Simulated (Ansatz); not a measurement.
# The polar optical mode of BN at 1 GPa, worked through

These are results of DFT PBE, scalar-relativistic, plane waves, PAW (Ansatz 0.2.0), not measurements. Plane waves to 420 eV; Γ-centred k mesh 12×12×12; fixed occupations. No spin polarisation. Phonons by linear response, acoustic sum rule imposed.

The cell, relaxed at 1 GPa:
Space group F-43m (No. 216). a = 3.621 Å, b = 3.621 Å, c = 3.621 Å, α = 90.00°, β = 90.00°, γ = 90.00°
| atom | site | symmetry | x | y | z |
| --- | --- | --- | --- | --- | --- |
| B | 4a | -43m | 0.0000 | 0.0000 | 0.0000 |
| N | 4c | -43m | 0.2500 | 0.2500 | 0.2500 |

Linear response gives ν_TO = 1029.9 cm⁻¹, Born charges ±1.913 e (positive on B) and ε∞ = 4.612. The primitive cell holds 11.874 Å³, and the masses are 10.810 and 14.007 amu.

Task: Find ν_LO and the static dielectric constant.

Result: The long-wave field adds a restoring force: ω_LO² − ω_TO² = Z*²e²/(ε_vac ε∞ μV). In these units ν_LO² − ν_TO² = 4.92064×10⁷ Z*²/(μ V ε∞) cm⁻², with μ = m₁m₂/(m₁ + m₂) = 6.101 amu: 539008 cm⁻². So ν_LO = √(1029.9² + 539008) = 1264.8 cm⁻¹, and the run gives 1264.8. Lyddane–Sachs–Teller then gives ε0 = ε∞ (ν_LO/ν_TO)² = 6.95, against 6.95 in the run (it forms both from the same three quantities, so the match checks the arithmetic only). Between ν_TO and ν_LO the dielectric function is negative and an undamped crystal reflects fully: a reststrahlen band from 7.9 to 9.7 μm.

Task: What do the Clausius–Mossotti polarisability and the Szigeti charge come to?

Result: With the Lorentz local field, α = (3V/4π)(ε∞ − 1)/(ε∞ + 2) = 1.55 Å³ for the pair, and e_S = 3Z*/(ε∞ + 2) = 0.87 e. The Born charge includes the electrons' response to the dipole's own local field, and e_S takes that enhancement out. The Lorentz field assumes point-like polarisable ions, a poor picture once ε∞ is this large, since the electron clouds then overlap or are shared, so both numbers are formal here.

Task: How strongly does a slow electron couple to the LO mode?

Result: For one isotropic parabolic band, Fröhlich's constant is α_F = (1/ε∞ − 1/ε0) √(m* Ry/ħω_LO), with Ry = 13.606 eV, ħω_LO = 156.8 meV and m* in free-electron masses: α_F = 0.0731 × 9.31 × √m* = 0.68 √m*. The band mass isn't part of this run; for m* = 0.1, 0.3 and 1 it gives 0.22, 0.37, 0.68. In weak coupling the polaron lies α_F ħω_LO below the band edge (58 meV at m* = 0.3) with a mass m*(1 + α_F/6); past α_F of about 5 or 6 that expansion fails. A semilocal functional's ε∞ tends to be too large, which taken alone lowers α_F.

Cost: 1 run of about 0.22 core-minutes, on Arm Neoverse V1 (shared hosts).

Cubic BN combines a stiff covalent lattice with a strongly polar optical mode. Light atoms and short, strong sp³ bonds put ν_TO at 1029.9 cm⁻¹. The large splitting up to 1264.8 cm⁻¹ arises because a sizeable dynamical charge acts in a small cell with only moderate electronic screening. That charge, 1.913 e, measures how polarisation follows displacement, including charge transferred along the bonds as they stretch, so it is not a static ionic charge on boron.

The same stiffness limits the lattice's share of the static response: ε0 reaches only 6.95 from an ε∞ of 4.612, with the electrons contributing the larger part. Both mode frequencies lie somewhat below the accepted ones, although compression should raise them; PBE's tendency to make bonds slightly too long and soft is the probable cause.

The small dielectric contrast and high phonon energy favour weak to moderate Fröhlich coupling for the masses tried. Electrons in cubic BN, however, occupy anisotropic valleys near X, so a quantitative polaron energy would need the full mass tensor.
